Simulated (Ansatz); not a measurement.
The system is MoS2.

```xyz
3
Lattice="1.5855 0.9154 6.1150 -1.5855 0.9154 6.1150 0.0000 -1.8308 6.1150" Properties=species:S:1:pos:R:3 pbc="T T T"
Mo    0.0000    0.0000    0.0000
S     0.0000    0.0000    4.5862
S     0.0000    0.0000   13.7587
```

Measurements of this composition are mostly on another form, of space group No. 194.

- Program: Ansatz 0.2.0
- Task: relaxation of cell and atoms
- Functional: PBEsol
- Potentials or basis: Ansatz PAW
- Cutoff: 420 eV (not typed: the program's choice for these potentials)
- k mesh: 10 × 10 × 10
- Occupations: fermi-dirac, width 0.05 eV
- Spin: no spin polarisation

At the start: volume 17.75 Å³/atom.

Task: How do energy, volume and symmetry change on relaxing?

Result: It ends after 5 steps and the volume is 17.20 Å³/atom (-3.1 %); space group R-3m (No. 166, to 0.05 Å).

Step by step:
```tsv
step	energy change (eV)	largest force (eV/Å)	volume (Å³)
1	0.0000	0.7588	53.25
2	-0.0359	0.2321	50.08
3	-0.0459	0.0008	51.60
4	-0.0459	0.0011	51.59
5	-0.0458	0.0011	51.59
```

Final structure:
```
Mo S
1.0
     1.56302    0.90241    6.09568
    -1.56302    0.90241    6.09568
     0.00000   -1.80482    6.09568
Mo S
1 2
Cartesian
  0.0000 0.0000 0.0000
  0.0000 0.0000 4.4992
  0.0000 0.0000 13.7879
```

Caveat: the plane-wave basis is chosen anew once the cell has moved, so the energies of steps on either side of that aren't comparable; the PAW data sets come from PBE, with cores solved anew for the run's functional, which leaves a small shift of forces and pressure.
